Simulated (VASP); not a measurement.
# AgCl (Fm-3m) in VASP: notebook, part 2 of 2

VASP 6.6.1.

## 4. Electric field gradients, PBE

This run uses another cell than the first one, of 21.33 Å³/atom, 1.020 times its volume.

The input, INCAR:

```
PREC     = Accurate       # precision mode
ENCUT    = 520            # plane-wave cutoff, eV
EDIFF    = 1E-8           # SCF threshold, eV
ISMEAR   = -1             # smearing method
SIGMA    = 0.02           # smearing width, eV
LREAL    = F              # projectors in reciprocal space
LASPH    = T              # aspherical terms in the spheres
NELM     = 80             # most SCF steps
ALGO     = Normal         # electronic algorithm
ISIF     = 2              # what is computed and relaxed
LWAVE    = F              # write WAVECAR
LCHARG   = F              # write CHGCAR
GGA      = PE             # functional
LEFG     = T            
NBANDS   = 16             # bands
```

The input, KPOINTS:

```
regular mesh
0
Gamma
  8 8 8
```

The input, POSCAR:

```
AgCl
1.0
    0.0000000000      2.7731500000      2.7731500000
    2.7731500000      0.0000000000      2.7731500000
    2.7731500000      2.7731500000      0.0000000000
Ag Cl
1 1
Direct
    0.5000000000      0.5000000000      0.5000000000
    0.0000000000      0.0000000000      0.0000000000
```

Potentials or basis: VASP PAW PBE potentials, release 64 (Ag, Cl).

The run is started by

```sh
$ cat potpaw_PBE.64/Ag/POTCAR potpaw_PBE.64/Cl/POTCAR > POTCAR
$ mpirun -np 1 vasp_std > vasp.out
```

OUTCAR:

```text
PREC = Accurate
   ENCUT = 520
   EDIFF = 1E-8
   ISMEAR = -1
   LREAL = F
   LASPH = T
   NELM = 80
   ISIF = 2
   GGA = PE

 ion  position               nearest neighbor table
   1  0.500  0.500  0.500-   2 2.77   2 2.77   2 2.77   2 2.77   2 2.77   2 2.77
   2  0.000  0.000  0.000-   1 2.77   1 2.77   1 2.77   1 2.77   1 2.77   1 2.77

  LATTYP: Found a face centered cubic cell.
 ALAT       =     5.5463000000

  Lattice vectors:

 A1 = (   0.0000000000,   2.7731500000,   2.7731500000)
 A2 = (   2.7731500000,   0.0000000000,   2.7731500000)
 A3 = (   2.7731500000,   2.7731500000,   0.0000000000)

Analysis of symmetry for initial positions (statically):
=====================================================================
 Subroutine PRICEL returns:
 Original cell was already a primitive cell.

 Routine SETGRP: Setting up the symmetry group for a
 face centered cubic supercell.

 Subroutine GETGRP returns: Found 48 space group operations
 (whereof 48 operations were pure point group operations)
 out of a pool of 48 trial point group operations.

The static configuration has the point symmetry O_h .

Analysis of symmetry for dynamics (positions and initial velocities):
=====================================================================
 Subroutine PRICEL returns:
 Original cell was already a primitive cell.

 Routine SETGRP: Setting up the symmetry group for a
 face centered cubic supercell.

 Subroutine GETGRP returns: Found 48 space group operations
 (whereof 48 operations were pure point group operations)
 out of a pool of 48 trial point group operations.

The dynamic configuration has the point symmetry O_h .

 Subroutine INISYM returns: Found 48 space group operations
 (whereof 48 operations are pure point group operations),
[... 150 lines left out ...]

 k-point     1 :       0.0000    0.0000    0.0000
  band No.  band energies     occupation
      1     -11.3312      2.00000
      2       1.3782      2.00000
      3       1.3782      2.00000
      4       1.3782      2.00000
      5       1.4192      2.00000
      6       1.4192      2.00000
[... 433 lines left out ...]
      3      -0.2681      2.00000
      4      -0.2236      2.00000
      5       1.6794      2.00000
      6       1.7468      2.00000
[... 8 lines left out ...]
     15      17.3236      0.00000
     16      18.7798      0.00000

 [... further k-points ...]
[... 5 lines left out ...]
  --------------------------------------------------------------------------------------
  -------------------------------------------------------------------------------------
  Total        0.3925681      0.3925681      0.3925681      0.0000000     -0.0000000      0.0000000
  in kB       14.7460420     14.7460420     14.7460420      0.0000000     -0.0000000      0.0000000
  external PRESSURE =      14.7460420 kB  Pullay stress =       0.0000000 kB

 VOLUME and BASIS-vectors are now :
 -----------------------------------------------------------------------------
  energy-cutoff  :      520.00
  volume of cell :       42.65
      direct lattice vectors                 reciprocal lattice vectors
     0.000000000  2.773150000  2.773150000    -0.180300380  0.180300380  0.180300380
     2.773150000  0.000000000  2.773150000     0.180300380 -0.180300380  0.180300380
     2.773150000  2.773150000  0.000000000     0.180300380  0.180300380 -0.180300380

 POSITION                                       TOTAL-FORCE (eV/Angst)
 -----------------------------------------------------------------------------------
      2.77315      2.77315      2.77315         0.000000     -0.000000      0.000000
      0.00000      0.00000      0.00000        -0.000000      0.000000     -0.000000
 -----------------------------------------------------------------------------------
    total drift:                                0.000000      0.000000      0.000000

  FREE ENERGIE OF THE ION-ELECTRON SYSTEM (eV)
  ---------------------------------------------------
  free  energy   TOTEN  =        -5.3944282635 eV

  energy  without entropy=       -5.3944282635  energy(sigma->0) =       -5.39442826

 Electric field gradients (V/A^2)
---------------------------------------------------------------------
 ion       V_xx      V_yy      V_zz      V_xy      V_xz      V_yz
---------------------------------------------------------------------
   1       0.000    -0.000     0.000    -0.000    -0.000    -0.000
   2      -0.000     0.000     0.000    -0.000    -0.000    -0.000
---------------------------------------------------------------------

 Electric field gradients after diagonalization (V/A^2)
 (convention: |V_zz| > |V_xx| > |V_yy|)
----------------------------------------------------------------------
 ion       V_xx      V_yy      V_zz     asymmetry (V_yy - V_xx)/ V_zz
----------------------------------------------------------------------
   1       0.000     0.000    -0.001       0.000
   2       0.000     0.000    -0.001       0.000
----------------------------------------------------------------------

           NMR quadrupolar parameters

 Cq : quadrupolar parameter    Cq=e*Q*V_zz/h
 eta: asymmetry parameters     (V_yy - V_xx)/ V_zz
 Q  : nuclear electric quadrupole moment in mb (millibarn)
----------------------------------------------------------------------
 ion       Cq(MHz)       eta       Q (mb)
----------------------------------------------------------------------
   1      -0.000       0.000       1.000
   2      -0.000       0.000       1.000
----------------------------------------------------------------------
```

stdout:

```text
POSCAR found type information on POSCAR AgCl
 POSCAR found :  2 types and       2 ions
 scaLAPACK will be used
 LDA part: xc-table for (Slater+PW92), standard interpolation
 POSCAR, INCAR and KPOINTS ok, starting setup
 FFT: planning ... GRIDC
 FFT: planning ... GRID_SOFT
 FFT: planning ... GRID
 WAVECAR not read
 entering main loop
ion   1

ion   2
```

Run time: 9.9 s. Hardware: 1 thread of Intel Xeon 6975P-C (Granite Rapids), shared host; peak memory 0.17 GiB.

Results:

* Free energy: -5.3944 eV
* Pressure: 1.5 GPa
* Band gap on the k mesh: 0.91 eV, indirect (least direct gap 3.18 eV)

Caveat: without QUAD_EFG the Cq values of the log hold for a quadrupole moment of 1 mb, not for the nuclei.

## 5. Overview

| cell | gap on the mesh (eV) | pressure (GPa) |
| --- | --- | --- |
| a = 3.896 Å, angles 60.0°, 2 atoms | 0.90 | 2.5 |
| a = 3.869 Å, angles 60.0°, 2 atoms | 0.90 | 3.7 |
| a = 3.922 Å, angles 60.0°, 2 atoms | 0.91 | 1.5 |

Alike in all rows: task electric field gradients; level PBE; potentials or basis VASP PAW PBE potentials, release 64 (Ag, Cl); no spin polarisation; k mesh 8 × 8 × 8; cutoff (eV) 520; smearing fermi-dirac 0.02 eV.

Absolute energies hang on the potentials; compare differences alone.

## 6. Against experiment

Step 4. Against the measured gap of AgCl, 3.249 eV (indirect; a printed reference work, data compilation), the calculated 0.91 eV is off by -2.34 eV. So large a miss can be the level of theory's own, or it may mean another phase, state or a wrong row. Spin-orbit coupling on Ag is left out. The value is that of PBE on a finite k mesh, which can miss the band edges, without temperature or zero-point motion. Semilocal functionals fall short of measured gaps as a rule.
